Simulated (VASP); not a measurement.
# SnSe: the band gap up a ladder of functionals

Aim: compute the gap of SnSe from the cheapest level upwards and hold each value against experiment. The levels: LDA, PBEsol, PBE, r2SCAN, TB-mBJ, LAK, HSE06, HSEsol, r2SCANh, PBE + SOC and TB-mBJ + SOC. LASPH is on for some levels and off for others; the table marks which. The start is a cell from a database of measured crystal structures.

Method: LDA; plane waves and PAW (Sn_d, Se), in the first sound run; inputs show where later runs differ, in VASP 6.6.1.

**Measured values to reproduce.**

For SnSe, orthorhombic Pnma layered (pristine undoped p-type crystal polished to about 20 um, 295 K), “Giant Room‐Temperature Power Factor in p‐Type Thermoelectric SnSe under High Pressure” (2022, pmc:9284162) gives, by near-infrared absorption spectroscopy: band gap (indirect optical gap from absorption edge) 0.83 eV [indirect gap from room-temperature absorption edge of a polished piece about 20 µm thick].

Most raw output is cut from this account.

The database entry behind the starting cell differs from later determinations by our own check (a about 1 % short), so it need not match the best structure at ambient conditions.

## (1) The structure

The structure is orthorhombic, space group Pnma (No. 62). Conventional cell: a = 11.370 Å, b = 4.186 Å, c = 4.439 Å, α = 90.00°, β = 90.00°, γ = 90.00°. Nearest to Sn lie 5 Se at 2.72 to 3.34 Å. Nearest to Se lie 5 Sn at 2.72 to 3.34 Å. Farther neighbours and most contacts between anions are not listed.

As a file:

```
Sn Se
1.0
    11.37000    0.00000    0.00000
     0.00000    4.18600    0.00000
     0.00000    0.00000    4.43900
Sn Se
4 4
Direct
  0.11870 0.25000 0.09880
  0.38130 0.75000 0.59880
  0.61870 0.25000 0.40120
  0.88130 0.75000 0.90120
  0.85550 0.25000 0.48280
  0.64450 0.75000 0.98280
  0.35550 0.25000 0.01720
  0.14450 0.75000 0.51720
```

## (2) Bands with LDA, k 2×4×3

The mesh alone shows little of the dispersion and can miss band extrema, so KPOINTS_OPT adds a path through the symmetry points after the self-consistent cycle. LDA, the lowest rung, knows the local density alone.

The input, INCAR:

```
SYSTEM = SnSe
PREC = Accurate
ENCUT = 400
EDIFF = 1E-06
NELM = 100
ISMEAR = 0
SIGMA = 0.02
LREAL = .FALSE.
ALGO = Normal
GGA = CA
NBANDS = 61
LORBIT = 11
LWAVE = .FALSE.
LCHARG = .FALSE.
KPAR = 2
NCORE = 4
```

The input, POSCAR:

```
SnSe
1.0
   11.3700000000      0.0000000000      0.0000000000
    0.0000000000      4.1860000000      0.0000000000
    0.0000000000      0.0000000000      4.4390000000
Sn Se
4 4
Direct
    0.1187000000      0.2500000000      0.0988000000
    0.3813000000      0.7500000000      0.5988000000
    0.6187000000      0.2500000000      0.4012000000
    0.8813000000      0.7500000000      0.9012000000
    0.8555000000      0.2500000000      0.4828000000
    0.6445000000      0.7500000000      0.9828000000
    0.3555000000      0.2500000000      0.0172000000
    0.1445000000      0.7500000000      0.5172000000
```

The input, KPOINTS:

```
Automatic mesh
0
Gamma
2 4 3
0 0 0
```

The input, KPOINTS_OPT:

```
Line mode
12
Line-mode
Reciprocal
  0.00000000   0.00000000   0.00000000 GAMMA
  0.00000000   0.50000000   0.00000000 X

  0.00000000   0.50000000   0.00000000 X
  0.00000000   0.50000000   0.50000000 S

  0.00000000   0.50000000   0.50000000 S
  0.00000000   0.00000000   0.50000000 Y

  0.00000000   0.00000000   0.50000000 Y
  0.00000000   0.00000000   0.00000000 GAMMA

  0.00000000   0.00000000   0.00000000 GAMMA
  0.50000000   0.00000000   0.00000000 Z

  0.50000000   0.00000000   0.00000000 Z
  0.50000000   0.50000000   0.00000000 U

  0.50000000   0.50000000   0.00000000 U
  0.50000000   0.50000000   0.50000000 R

  0.50000000   0.50000000   0.50000000 R
  0.50000000   0.00000000   0.50000000 T

  0.50000000   0.00000000   0.50000000 T
  0.50000000   0.00000000   0.00000000 Z

  0.00000000   0.00000000   0.50000000 Y
  0.50000000   0.00000000   0.50000000 T

  0.50000000   0.50000000   0.00000000 U
  0.00000000   0.50000000   0.00000000 X

  0.00000000   0.50000000   0.50000000 S
  0.50000000   0.50000000   0.50000000 R
```

Potentials, in the order of the species: Sn_d and Se (PBE family, release 64).

Run with:

```
$ mpirun -np 8 vasp_std
```

It took 48 s on 8 MPI ranks of Intel Xeon 6975P-C (Granite Rapids), shared host; peak memory 1.5 GiB.

Spin-orbit coupling is off here; it can split and shift levels that hold much weight on Sn by tenths of an eV or more. The PAW data sets were made with PBE, though LDA sets exist; this is a small mismatch.

Numbers from this step:

```yaml
scf_cycles: 13
electrons: 80
bands: 61
irreducible_k_points: 12
symmetry_operations: 8
free_energy_toten: -38.17 eV
fermi_energy: 5.409 eV
pressure: -1.668 GPa
metallic_judged_on_the_points_sampled: no
least_gap_on_mesh_and_path: 0.4785 eV
least_direct_gap_on_mesh_and_path: 0.6284 eV
valence_top_at_k: 0, 0, 0.3333
conduction_bottom_at_k: 0, 0.3182, 0
least_direct_gap_at_k: 0, 0.3182, 0
```

The electronic bands at the labelled points (eV, zero at the valence-band top; v1 is the highest filled band, c1 the lowest empty one):

```
          point     v4     v3     v2     v1    c1    c2    c3    c4
              Γ  -1.54  -1.12  -0.69  -0.53  0.67  2.77  2.94  2.98
0.45 of the way  -1.52  -0.80  -0.68  -0.40  1.04  1.12  2.36  2.58
              X  -1.00  -1.00  -0.81  -0.81  0.95  0.95  1.36  1.36
0.55 of the way  -2.08  -2.08  -0.98  -0.98  1.45  1.45  3.06  3.06
              S  -2.31  -2.31  -1.45  -1.45  2.70  2.70  3.03  3.03
0.55 of the way  -1.34  -1.34  -0.80  -0.80  1.34  1.34  2.63  2.63
              Y  -0.88  -0.88  -0.34  -0.34  1.15  1.15  1.49  1.49
0.55 of the way  -1.25  -1.17  -0.55  -0.39  0.95  1.45  2.16  2.24
              Γ  -1.54  -1.12  -0.69  -0.53  0.67  2.77  2.94  2.98
0.55 of the way  -1.80  -1.64  -0.64  -0.53  1.60  2.58  2.69  3.12
              Z  -1.84  -1.84  -0.56  -0.56  2.52  2.52  2.71  2.71
0.55 of the way  -1.59  -1.59  -0.47  -0.47  1.37  1.37  2.24  2.24
              U  -1.06  -1.06  -1.06  -1.06  1.42  1.42  1.42  1.42
0.45 of the way  -1.44  -1.44  -1.44  -1.44  2.22  2.22  2.22  2.22
              R  -1.50  -1.50  -1.50  -1.50  2.47  2.47  2.47  2.47
0.45 of the way  -1.76  -1.76  -1.23  -1.23  2.37  2.37  3.12  3.12
              T  -0.57  -0.57  -0.33  -0.33  1.13  1.13  1.56  1.56
0.55 of the way  -1.34  -1.34  -0.63  -0.63  1.97  1.97  2.51  2.51
              Z  -1.84  -1.84  -0.56  -0.56  2.52  2.52  2.71  2.71
      jump to Y  -0.88  -0.88  -0.34  -0.34  1.15  1.15  1.49  1.49
0.55 of the way  -0.67  -0.67  -0.30  -0.30  1.07  1.07  1.53  1.53
              T  -0.57  -0.57  -0.33  -0.33  1.13  1.13  1.56  1.56
      jump to U  -1.06  -1.06  -1.06  -1.06  1.42  1.42  1.42  1.42
0.45 of the way  -1.11  -1.11  -0.91  -0.91  1.14  1.14  1.50  1.50
              X  -1.00  -1.00  -0.81  -0.81  0.95  0.95  1.36  1.36
      jump to S  -2.31  -2.31  -1.45  -1.45  2.70  2.70  3.03  3.03
```

Of the projections kept (Sn, Se), the largest for each band there, as a share of the weight inside these atoms' spheres; weight between the spheres isn't counted:

```
point       v4       v3       v2       v1       c1       c2       c3       c4
    Γ  Se 0.83  Se 0.58  Se 0.75  Se 0.70  Sn 0.87  Sn 0.70  Sn 0.61  Sn 0.58
    X  Se 0.55  Se 0.55  Se 0.51  Se 0.51  Sn 0.68  Sn 0.68  Sn 0.60  Sn 0.60
    S  Se 0.56  Se 0.56  Se 0.68  Se 0.68  Sn 0.63  Sn 0.63  Se 0.53  Se 0.53
    Y  Sn 0.52  Sn 0.52  Sn 0.52  Sn 0.52  Sn 0.69  Sn 0.69  Sn 0.82  Sn 0.82
    Γ  Se 0.83  Se 0.58  Se 0.75  Se 0.70  Sn 0.87  Sn 0.70  Sn 0.61  Sn 0.58
    Z  Se 0.80  Se 0.80  Se 0.74  Se 0.74  Sn 0.61  Sn 0.61  Sn 0.68  Sn 0.68
```

Force by atom:

```
atom  x (eV/Å)  y (eV/Å)  z (eV/Å)   size
 Sn1    -0.077     0.000     0.102  0.128
 Sn2     0.077     0.000     0.102  0.128
 Sn3    -0.077     0.000    -0.102  0.128
 Sn4     0.077     0.000    -0.102  0.128
 Se5     0.245     0.000     0.104  0.266
 Se6    -0.245     0.000     0.104  0.266
 Se7     0.245     0.000    -0.104  0.266
 Se8    -0.245     0.000    -0.104  0.266
```

The gap is 0.48 eV, indirect.

## (3) Bands with PBEsol, k 2×4×3

This step: PBEsol; plane waves and PAW (Sn_d, Se) (VASP 6.6.1).

PBEsol restores the gradient expansion of exchange and is tuned for the cells of solids.

Edit INCAR of step 2 so:

```diff
@@ -9,3 +9,3 @@
 ALGO = Normal
-GGA = CA
+GGA = PS
 NBANDS = 61
```

POSCAR is that of step 2.

KPOINTS is that of step 2.

KPOINTS_OPT is that of step 2.

Run with:

```
$ mpirun -np 8 vasp_std
```

The job ended after 46 s (8 MPI ranks; peak memory 1.5 GiB; 6.1 min of CPU time).

The PAW data sets were made with PBE, which is usual practice but a small mismatch for other functionals.

This step gave:

```
free energy (TOTEN)               : -35.91 eV
Fermi energy                      : 5.517 eV
pressure                          : -0.3411 GPa
least gap on mesh and path        : 0.4875 eV
least direct gap on mesh and path : 0.6235 eV
```

Electronic bands along the path, in eV, zero at the valence-band top; v1 is the highest filled band, c1 the lowest empty one:

```
          point     v4     v3     v2     v1    c1    c2    c3    c4
              Γ  -1.56  -1.12  -0.70  -0.53  0.68  2.79  2.91  2.94
0.45 of the way  -1.53  -0.80  -0.70  -0.38  1.06  1.12  2.39  2.60
              X  -1.01  -1.01  -0.81  -0.81  0.94  0.94  1.39  1.39
0.55 of the way  -2.10  -2.10  -0.98  -0.98  1.46  1.46  3.07  3.07
              S  -2.32  -2.32  -1.47  -1.47  2.72  2.72  3.04  3.04
0.55 of the way  -1.34  -1.34  -0.81  -0.81  1.35  1.35  2.65  2.65
              Y  -0.88  -0.88  -0.33  -0.33  1.17  1.17  1.51  1.51
0.55 of the way  -1.25  -1.18  -0.56  -0.38  0.97  1.46  2.18  2.26
              Γ  -1.56  -1.12  -0.70  -0.53  0.68  2.79  2.91  2.94
0.55 of the way  -1.81  -1.66  -0.65  -0.53  1.62  2.56  2.67  3.13
              Z  -1.86  -1.86  -0.57  -0.57  2.50  2.50  2.72  2.72
0.55 of the way  -1.59  -1.59  -0.47  -0.47  1.38  1.38  2.25  2.25
              U  -1.06  -1.06  -1.06  -1.06  1.43  1.43  1.43  1.43
0.45 of the way  -1.45  -1.45  -1.45  -1.45  2.23  2.23  2.23  2.23
              R  -1.51  -1.51  -1.51  -1.51  2.46  2.46  2.46  2.46
0.45 of the way  -1.77  -1.77  -1.24  -1.24  2.38  2.38  3.14  3.14
              T  -0.58  -0.58  -0.31  -0.31  1.15  1.15  1.58  1.58
0.55 of the way  -1.34  -1.34  -0.64  -0.64  1.98  1.98  2.53  2.53
              Z  -1.86  -1.86  -0.57  -0.57  2.50  2.50  2.72  2.72
      jump to Y  -0.88  -0.88  -0.33  -0.33  1.17  1.17  1.51  1.51
0.55 of the way  -0.67  -0.67  -0.29  -0.29  1.08  1.08  1.55  1.55
              T  -0.58  -0.58  -0.31  -0.31  1.15  1.15  1.58  1.58
      jump to U  -1.06  -1.06  -1.06  -1.06  1.43  1.43  1.43  1.43
0.45 of the way  -1.11  -1.11  -0.91  -0.91  1.14  1.14  1.52  1.52
              X  -1.01  -1.01  -0.81  -0.81  0.94  0.94  1.39  1.39
      jump to S  -2.32  -2.32  -1.47  -1.47  2.72  2.72  3.04  3.04
```

Of the projections kept (Sn, Se), the largest for each band there, as a share of the weight inside these atoms' spheres; weight between the spheres isn't counted:

```
point       v4       v3       v2       v1       c1       c2       c3       c4
    Γ  Se 0.83  Se 0.57  Se 0.74  Se 0.70  Sn 0.87  Sn 0.70  Sn 0.61  Sn 0.58
    X  Se 0.55  Se 0.55  Sn 0.50  Sn 0.50  Sn 0.69  Sn 0.69  Sn 0.60  Sn 0.60
    S  Se 0.56  Se 0.56  Se 0.67  Se 0.67  Sn 0.63  Sn 0.63  Se 0.53  Se 0.53
    Y  Sn 0.51  Sn 0.51  Sn 0.53  Sn 0.53  Sn 0.69  Sn 0.69  Sn 0.82  Sn 0.82
    Γ  Se 0.83  Se 0.57  Se 0.74  Se 0.70  Sn 0.87  Sn 0.70  Sn 0.61  Sn 0.58
    Z  Se 0.80  Se 0.80  Se 0.74  Se 0.74  Sn 0.62  Sn 0.62  Sn 0.67  Sn 0.67
```

Force by atom:

```
atom  x (eV/Å)  y (eV/Å)  z (eV/Å)   size
 Sn1    -0.148     0.000     0.045  0.155
 Sn2     0.148     0.000     0.045  0.155
 Sn3    -0.148     0.000    -0.045  0.155
 Sn4     0.148     0.000    -0.045  0.155
 Se5     0.292     0.000     0.058  0.298
 Se6    -0.292     0.000     0.058  0.298
 Se7     0.292     0.000    -0.058  0.298
 Se8    -0.292     0.000    -0.058  0.298
```

The gap is 0.49 eV, indirect. Against LDA that is +0.01 eV; the cost is about the same.

## (4) Bands with PBE, k 2×4×3

This step: PBE; plane waves and PAW (Sn_d, Se) (VASP 6.6.1).

PBE, the usual starting point, adds the gradient of the density.

Edit INCAR of step 3 so:

```diff
@@ -9,3 +9,3 @@
 ALGO = Normal
-GGA = PS
+GGA = PE
 NBANDS = 61
```

POSCAR is that of step 3.

KPOINTS is that of step 3.

KPOINTS_OPT is that of step 3.

Run with:

```
$ mpirun -np 8 vasp_std
```

Run time: 47 s. Hardware: 8 MPI ranks; peak memory 1.5 GiB.

At this level the cell is under a pressure of 2.6 GPa, so at these settings it is away from equilibrium.

The electronic bands at the labelled points (eV, zero at the valence-band top; v1 is the highest filled band, c1 the lowest empty one):

```
          point     v4     v3     v2     v1    c1    c2    c3    c4
              Γ  -1.57  -1.11  -0.70  -0.53  0.74  2.84  2.99  3.02
0.45 of the way  -1.53  -0.79  -0.70  -0.37  1.12  1.17  2.43  2.64
              X  -0.99  -0.99  -0.80  -0.80  1.01  1.01  1.44  1.44
0.55 of the way  -2.09  -2.09  -0.98  -0.98  1.50  1.50  3.10  3.10
              S  -2.30  -2.30  -1.46  -1.46  2.76  2.76  3.07  3.07
0.55 of the way  -1.34  -1.34  -0.80  -0.80  1.40  1.40  2.69  2.69
              Y  -0.84  -0.84  -0.31  -0.31  1.22  1.22  1.55  1.55
0.55 of the way  -1.24  -1.17  -0.56  -0.37  1.03  1.51  2.21  2.31
              Γ  -1.57  -1.11  -0.70  -0.53  0.74  2.84  2.99  3.02
0.55 of the way  -1.79  -1.67  -0.65  -0.53  1.66  2.64  2.75  3.17
              Z  -1.87  -1.87  -0.57  -0.57  2.57  2.57  2.77  2.77
0.55 of the way  -1.58  -1.58  -0.46  -0.46  1.43  1.43  2.30  2.30
              U  -1.04  -1.04  -1.04  -1.04  1.47  1.47  1.47  1.47
0.45 of the way  -1.44  -1.44  -1.44  -1.44  2.27  2.27  2.27  2.27
              R  -1.51  -1.51  -1.51  -1.51  2.52  2.52  2.52  2.52
0.45 of the way  -1.76  -1.76  -1.23  -1.23  2.42  2.42  3.18  3.18
              T  -0.56  -0.56  -0.29  -0.29  1.20  1.20  1.61  1.61
0.55 of the way  -1.32  -1.32  -0.64  -0.64  2.03  2.03  2.56  2.56
              Z  -1.87  -1.87  -0.57  -0.57  2.57  2.57  2.77  2.77
      jump to Y  -0.84  -0.84  -0.31  -0.31  1.22  1.22  1.55  1.55
0.55 of the way  -0.65  -0.65  -0.27  -0.27  1.14  1.14  1.58  1.58
              T  -0.56  -0.56  -0.29  -0.29  1.20  1.20  1.61  1.61
      jump to U  -1.04  -1.04  -1.04  -1.04  1.47  1.47  1.47  1.47
0.45 of the way  -1.09  -1.09  -0.90  -0.90  1.19  1.19  1.57  1.57
              X  -0.99  -0.99  -0.80  -0.80  1.01  1.01  1.44  1.44
      jump to S  -2.30  -2.30  -1.46  -1.46  2.76  2.76  3.07  3.07
```

Of the projections kept (Sn, Se), the largest for each band there, as a share of the weight inside these atoms' spheres; weight between the spheres isn't counted:

```
point       v4       v3       v2       v1       c1       c2       c3       c4
    Γ  Se 0.84  Se 0.57  Se 0.74  Se 0.70  Sn 0.86  Sn 0.70  Sn 0.62  Sn 0.58
    X  Se 0.53  Se 0.53  Sn 0.50  Sn 0.50  Sn 0.69  Sn 0.69  Sn 0.60  Sn 0.60
    S  Se 0.56  Se 0.56  Se 0.67  Se 0.67  Sn 0.63  Sn 0.63  Se 0.52  Se 0.52
    Y  Sn 0.51  Sn 0.51  Sn 0.53  Sn 0.53  Sn 0.70  Sn 0.70  Sn 0.83  Sn 0.83
    Γ  Se 0.84  Se 0.57  Se 0.74  Se 0.70  Sn 0.86  Sn 0.70  Sn 0.62  Sn 0.58
    Z  Se 0.81  Se 0.81  Se 0.74  Se 0.74  Sn 0.62  Sn 0.62  Sn 0.68  Sn 0.68
```

The gap is 0.55 eV, indirect. Against LDA that is +0.07 eV; the cost is about the same.

## (5) Bands with r2SCAN, k 2×4×3

This step: r2SCAN; plane waves and PAW (Sn_d, Se) (VASP 6.6.1).

r2SCAN adds the kinetic-energy density, costs more than a GGA and is run with LASPH.

Edit INCAR of step 4 so:

```diff
@@ -9,3 +9,4 @@
 ALGO = Normal
-GGA = PE
+METAGGA = R2SCAN
+LASPH = .TRUE.
 NBANDS = 61
```

POSCAR is that of step 4.

KPOINTS is that of step 4.

KPOINTS_OPT is that of step 4.

Run with:

```
$ mpirun -np 8 vasp_std
```

Elapsed: 2.3 min, on 8 MPI ranks; peak memory 1.6 GiB; 18 min of CPU time.

The electronic bands at the labelled points (eV, zero at the valence-band top; v1 is the highest filled band, c1 the lowest empty one):

```
          point     v4     v3     v2     v1    c1    c2    c3    c4
              Γ  -1.73  -1.15  -0.77  -0.57  0.96  3.16  3.32  3.34
0.45 of the way  -1.62  -0.80  -0.78  -0.34  1.37  1.42  2.71  2.88
              X  -1.01  -1.01  -0.84  -0.84  1.27  1.27  1.75  1.75
0.55 of the way  -2.21  -2.21  -1.04  -1.04  1.76  1.76  3.37  3.37
              S  -2.41  -2.41  -1.54  -1.54  3.03  3.03  3.33  3.33
0.55 of the way  -1.40  -1.40  -0.86  -0.86  1.68  1.68  2.94  2.94
              Y  -0.79  -0.79  -0.23  -0.23  1.45  1.45  1.72  1.72
0.55 of the way  -1.27  -1.22  -0.60  -0.35  1.27  1.79  2.41  2.57
              Γ  -1.73  -1.15  -0.77  -0.57  0.96  3.16  3.32  3.34
0.55 of the way  -1.84  -1.82  -0.71  -0.58  1.88  2.96  3.08  3.46
              Z  -2.02  -2.02  -0.62  -0.62  2.88  2.88  3.04  3.04
0.55 of the way  -1.63  -1.63  -0.48  -0.48  1.66  1.66  2.56  2.56
              U  -1.05  -1.05  -1.05  -1.05  1.74  1.74  1.74  1.74
0.45 of the way  -1.51  -1.51  -1.51  -1.51  2.54  2.54  2.54  2.54
              R  -1.61  -1.61  -1.61  -1.61  2.82  2.82  2.82  2.82
0.45 of the way  -1.85  -1.85  -1.29  -1.29  2.68  2.68  3.51  3.51
              T  -0.57  -0.57  -0.22  -0.22  1.41  1.41  1.78  1.78
0.55 of the way  -1.31  -1.31  -0.70  -0.70  2.30  2.30  2.78  2.78
              Z  -2.02  -2.02  -0.62  -0.62  2.88  2.88  3.04  3.04
      jump to Y  -0.79  -0.79  -0.23  -0.23  1.45  1.45  1.72  1.72
0.55 of the way  -0.64  -0.64  -0.21  -0.21  1.38  1.38  1.76  1.76
              T  -0.57  -0.57  -0.22  -0.22  1.41  1.41  1.78  1.78
      jump to U  -1.05  -1.05  -1.05  -1.05  1.74  1.74  1.74  1.74
0.45 of the way  -1.10  -1.10  -0.93  -0.93  1.45  1.45  1.86  1.86
              X  -1.01  -1.01  -0.84  -0.84  1.27  1.27  1.75  1.75
      jump to S  -2.41  -2.41  -1.54  -1.54  3.03  3.03  3.33  3.33
```

Of the projections kept (Sn, Se), the largest for each band there, as a share of the weight inside these atoms' spheres; weight between the spheres isn't counted:

```
point       v4       v3       v2       v1       c1       c2       c3       c4
    Γ  Se 0.83  Se 0.54  Se 0.73  Se 0.69  Sn 0.86  Sn 0.71  Sn 0.63  Sn 0.60
    X  Sn 0.51  Sn 0.51  Sn 0.50  Sn 0.50  Sn 0.70  Sn 0.70  Sn 0.62  Sn 0.62
    S  Se 0.55  Se 0.55  Se 0.66  Se 0.66  Sn 0.64  Sn 0.64  Sn 0.50  Sn 0.50
    Y  Se 0.52  Se 0.52  Sn 0.55  Sn 0.55  Sn 0.73  Sn 0.73  Sn 0.83  Sn 0.83
    Γ  Se 0.83  Se 0.54  Se 0.73  Se 0.69  Sn 0.86  Sn 0.71  Sn 0.63  Sn 0.60
    Z  Se 0.81  Se 0.81  Se 0.73  Se 0.73  Sn 0.62  Sn 0.62  Sn 0.71  Sn 0.71
```

The gap is 0.84 eV, indirect. Against LDA that is +0.36 eV; this run took 2.9 times the core time.

## (6) Bands with TB-mBJ, k 2×4×3

This step: TB-mBJ; plane waves and PAW (Sn_d, Se) (VASP 6.6.1).

TB-mBJ is a local potential fitted to gaps: it costs far less than a hybrid but gives no energy.

Edit INCAR of step 5 so:

```diff
@@ -4,3 +4,3 @@
 EDIFF = 1E-06
-NELM = 100
+NELM = 150
 ISMEAR = 0
@@ -9,3 +9,3 @@
 ALGO = Normal
-METAGGA = R2SCAN
+METAGGA = MBJ
 LASPH = .TRUE.
```

POSCAR is that of step 5.

KPOINTS is that of step 5.

KPOINTS_OPT is that of step 5.

Run with:

```
$ mpirun -np 8 vasp_std
```

It took 67 s on 8 MPI ranks; peak memory 1.6 GiB.

This functional is a potential without an energy, so its energies, forces and stress mean nothing and are not read.

The electronic bands at the labelled points (eV, zero at the valence-band top; v1 is the highest filled band, c1 the lowest empty one):

```
          point     v4     v3     v2     v1    c1    c2    c3    c4
              Γ  -1.73  -1.09  -0.74  -0.55  1.08  3.19  3.37  3.38
0.45 of the way  -1.56  -0.75  -0.74  -0.30  1.47  1.50  2.73  2.89
              X  -0.90  -0.90  -0.77  -0.77  1.37  1.37  1.78  1.78
0.55 of the way  -2.14  -2.14  -0.98  -0.98  1.80  1.80  3.33  3.33
              S  -2.28  -2.28  -1.47  -1.47  3.03  3.03  3.27  3.27
0.55 of the way  -1.33  -1.33  -0.81  -0.81  1.73  1.73  2.95  2.95
              Y  -0.70  -0.70  -0.17  -0.17  1.55  1.55  1.79  1.79
0.55 of the way  -1.24  -1.14  -0.57  -0.33  1.37  1.87  2.45  2.65
              Γ  -1.73  -1.09  -0.74  -0.55  1.08  3.19  3.37  3.38
0.55 of the way  -1.81  -1.74  -0.68  -0.56  1.93  3.01  3.13  3.47
              Z  -2.00  -2.00  -0.61  -0.61  2.88  2.88  3.09  3.09
0.55 of the way  -1.53  -1.53  -0.45  -0.45  1.73  1.73  2.58  2.58
              U  -0.95  -0.95  -0.95  -0.95  1.78  1.78  1.78  1.78
0.45 of the way  -1.42  -1.42  -1.42  -1.42  2.53  2.53  2.53  2.53
              R  -1.55  -1.55  -1.55  -1.55  2.82  2.82  2.82  2.82
0.45 of the way  -1.77  -1.77  -1.21  -1.21  2.65  2.65  3.48  3.48
              T  -0.53  -0.53  -0.17  -0.17  1.52  1.52  1.85  1.85
0.55 of the way  -1.22  -1.22  -0.68  -0.68  2.33  2.33  2.80  2.80
              Z  -2.00  -2.00  -0.61  -0.61  2.88  2.88  3.09  3.09
      jump to Y  -0.70  -0.70  -0.17  -0.17  1.55  1.55  1.79  1.79
0.55 of the way  -0.59  -0.59  -0.16  -0.16  1.49  1.49  1.82  1.82
              T  -0.53  -0.53  -0.17  -0.17  1.52  1.52  1.85  1.85
      jump to U  -0.95  -0.95  -0.95  -0.95  1.78  1.78  1.78  1.78
0.45 of the way  -0.98  -0.98  -0.84  -0.84  1.53  1.53  1.87  1.87
              X  -0.90  -0.90  -0.77  -0.77  1.37  1.37  1.78  1.78
      jump to S  -2.28  -2.28  -1.47  -1.47  3.03  3.03  3.27  3.27
```

Of the projections kept (Sn, Se), the largest for each band there, as a share of the weight inside these atoms' spheres; weight between the spheres isn't counted:

```
point       v4       v3       v2       v1       c1       c2       c3       c4
    Γ  Se 0.85  Se 0.56  Se 0.74  Se 0.70  Sn 0.85  Sn 0.71  Sn 0.62  Sn 0.60
    X  Sn 0.52  Sn 0.52  Se 0.52  Se 0.52  Sn 0.70  Sn 0.70  Sn 0.59  Sn 0.59
    S  Se 0.56  Se 0.56  Se 0.67  Se 0.67  Sn 0.63  Sn 0.63  Sn 0.50  Sn 0.50
    Y  Se 0.56  Se 0.56  Sn 0.53  Sn 0.53  Sn 0.72  Sn 0.72  Sn 0.83  Sn 0.83
    Γ  Se 0.85  Se 0.56  Se 0.74  Se 0.70  Sn 0.85  Sn 0.71  Sn 0.62  Sn 0.60
    Z  Se 0.83  Se 0.83  Se 0.73  Se 0.73  Sn 0.62  Sn 0.62  Sn 0.71  Sn 0.71
```

The gap is 0.94 eV, indirect. Against LDA that is +0.46 eV; this run took 1.4 times the core time.

(Continued in part 2 of 3.)

[Lines on the potential files, build, host, timing and source positions are cut from VASP's logs without a mark.]

[Logs are printed without paths, hosts, clocks, repeated set-up lines and the standing remarks that a program may print on its own settings, such as how far it seeks lower states.]

[Hosts, paths, dates, database ids (printed as entryN), source tags and the programs' standing remarks are cut or masked in the printed files.]

[A measured line is paired with the nearest computed mode of its activity, which favours agreement.]

[In band tables of VASP the shares of atoms and orbitals are scaled to a sum of 1 inside the atoms' spheres.]
